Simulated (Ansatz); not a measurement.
# PbSe: band gap under strain

Aim: follow the gap of PbSe in the rocksalt structure through these states: no strain; -4.0 % biaxial strain in the (111) plane, free along [111]; -3.0 % biaxial strain in the (111) plane, free along [111]. The table at the end shows which levels were run.

Code: Ansatz 0.2.0. PAW datasets, plane waves. Computed at 0 K without zero-point motion; spin polarisation is off.

## (1) The system as given

The unstrained cell was relaxed with r2SCAN; in each strained cell the atoms were relaxed again with r2SCAN. Names of k-points are those of the unstrained zone, where strain can split equivalent points. First state: no strain.

The symmetry is Fm-3m (No. 225, cubic); a = 6.177 Å in the conventional setting, 29.47 Å³ an atom. Near Pb stand 6 Se at 3.09 Å; near Se stand 6 Pb at 3.09 Å.

As a file:

```cif
data_structure
_symmetry_space_group_name_H-M 'Fm-3m'
_symmetry_Int_Tables_number 225
_cell_length_a 6.1774
_cell_length_b 6.1774
_cell_length_c 6.1774
_cell_angle_alpha 90.000
_cell_angle_beta 90.000
_cell_angle_gamma 90.000
_cell_volume 235.73
loop_
_atom_site_label
_atom_site_type_symbol
_atom_site_symmetry_multiplicity
_atom_site_Wyckoff_symbol
_atom_site_fract_x
_atom_site_fract_y
_atom_site_fract_z
_atom_site_occupancy
Pb1 Pb 4 a 0.00000 0.00000 0.00000 1
Se1 Se 4 b 0.50000 0.00000 0.00000 1
```

## (2) No strain: PBE

The input, input.yaml:

```yaml
crystal:
  lattice:
    - [0.0, 3.0887022195, 3.0887022195]
    - [3.0887022195, 0.0, 3.0887022195]
    - [3.0887022195, 3.0887022195, 0.0]
  atoms:
    - { symbol: Pb, position: [0.0, 0.0, 0.0] }
    - { symbol: Se, position: [0.5, 0.5, 0.5] }
kpoints:
  mp_grid: { grid: [8, 8, 8] }
  band_path:
    path:
      - [0.0, 0.0, 0.0]
      - [0.5, 0.0, 0.5]
      - [0.625, 0.25, 0.625]
      - [0.375, 0.375, 0.75]
      - [0.5, 0.5, 0.5]
      - [0.5, 0.25, 0.75]
      - [0.0, 0.0, 0.5]
    npoints: 1
hamiltonian:
  xc: pbe
scf:
  occupations: { method: fermi_dirac, width: 0.02 }
  n_extra_bands: 4
output:
  forces: true
  stress: true
  eigenvalues: true
```

Started as:

```
$ ansatz run input.yaml --threads 2 --pin off --max-ram 20275MiB --backend cpu --events-out ev --progress --plain --runs-dir out
```

The runs that follow: No strain: r2SCAN; No strain: HSE06; No strain: r2SCAN+SOC; No strain: r2SCAN; -4.0 % biaxial strain in the (111) plane, free along [111]: PBE; -4.0 % biaxial strain in the (111) plane, free along [111]: r2SCAN; -4.0 % biaxial strain in the (111) plane, free along [111]: HSE06; -4.0 % biaxial strain in the (111) plane, free along [111]: r2SCAN+SOC; -3.0 % biaxial strain in the (111) plane, free along [111]: PBE; -3.0 % biaxial strain in the (111) plane, free along [111]: r2SCAN; -3.0 % biaxial strain in the (111) plane, free along [111]: HSE06; -3.0 % biaxial strain in the (111) plane, free along [111]: r2SCAN+SOC.

What does the calculation give?

**Answer**, as computed:

Least gap in eV (negative: overlap), with the change from the unstrained cell in brackets:

| state | volume change (%) | PBE | r2SCAN | HSE06 |
| --- | --- | --- | --- | --- |
| no strain | +0.0 | 0.37 | 0.67 | 0.79 |
| -4.0 % biaxial strain in the (111) plane, free along [111] | -4.0 | -0.34 (-0.71) | -0.10 (-0.77) | -0.04 (-0.83) |
| -3.0 % biaxial strain in the (111) plane, free along [111] | -3.0 | -0.13 (-0.50) | 0.12 (-0.55) | 0.21 (-0.58) |

In words: The largest move of the HSE06 gap in the table is -0.832 eV, under -4.0 % biaxial strain in the (111) plane, free along [111]. PBE and HSE06 differ by 0.42 eV on the unstrained gap, and by at most 0.12 eV on its change: the two disagree on the size of the gap but agree on its response to strain. Under -3.0 % biaxial strain in the (111) plane, free along [111] PBE gives no gap, or under 0.02 eV, while HSE06 has one. Spin-orbit coupling is left out of the table, though the cell holds Pb (Z = 82); in an element this heavy it can shift bands and gaps by tenths of an eV.
